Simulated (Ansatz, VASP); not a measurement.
# Two plane-wave programs on Mo

INCAR

```
PREC = Accurate
ENCUT = 520
EDIFF = 1E-8
ISMEAR = -1
SIGMA = 0.08
LREAL = F
LASPH = T
NELM = 60
ALGO = Normal
ISIF = 2
LWAVE = F
LCHARG = F
GGA = PE
LEFG = T
NBANDS = 13
```

Contents of KPOINTS:

```
Automatic mesh
0
Gamma
  17 17 17
```

Contents of POSCAR:

```
Mo
1.0
    0.0000000000      1.9946450730      1.9946450730
    1.9946450730      0.0000000000      1.9946450730
    1.9946450730      1.9946450730      0.0000000000
Mo
1
Direct
    0.0000000000      0.0000000000      0.0000000000
```

Input for Ansatz:

```yaml
crystal:
  lattice:
    - [0.0, 1.994645073, 1.994645073]
    - [1.994645073, 0.0, 1.994645073]
    - [1.994645073, 1.994645073, 0.0]
  atoms:
    - { symbol: Mo, position: [0.0, 0.0, 0.0] }
kpoints:
  mp_grid: { grid: [17, 17, 17] }
scf:
  occupations: { method: fermi_dirac, width: 0.08 }
hamiltonian:
  xc: pbe
  pseudopotentials: { kind: paw }
output:
  forces: true
  stress: true
  eigenvalues: true
  efg: { contact_densities: true }
```

Change from the starting cell: volume scaled by 0.97, PAW files.

Alike in both runs: task electric field gradients; functional PBE; k mesh 17 × 17 × 17; occupations fermi-dirac, width 0.08 eV; no spin polarisation.

|  | VASP | Ansatz |
| --- | --- | --- |
| version | VASP 6.6.1 | Ansatz 0.2.0 |
| potentials or method | VASP PAW PBE potentials, release 64 (Mo_sv) | PAW with Ansatz's default frozen-core files, scalar-relativistic |
| plane-wave cutoff (eV) | 520 | 420 |
| valence electrons in the cell | 14 | 14 |

```tsv
	VASP	Ansatz	Ansatz less VASP
pressure (GPa)	2.9	2.5	-0.48
Vzz of the field gradient on the site that differs most (V/Å²)	0.0	0.0	0.00
```

Ansatz warned: «gradients_without_spin_orbit».
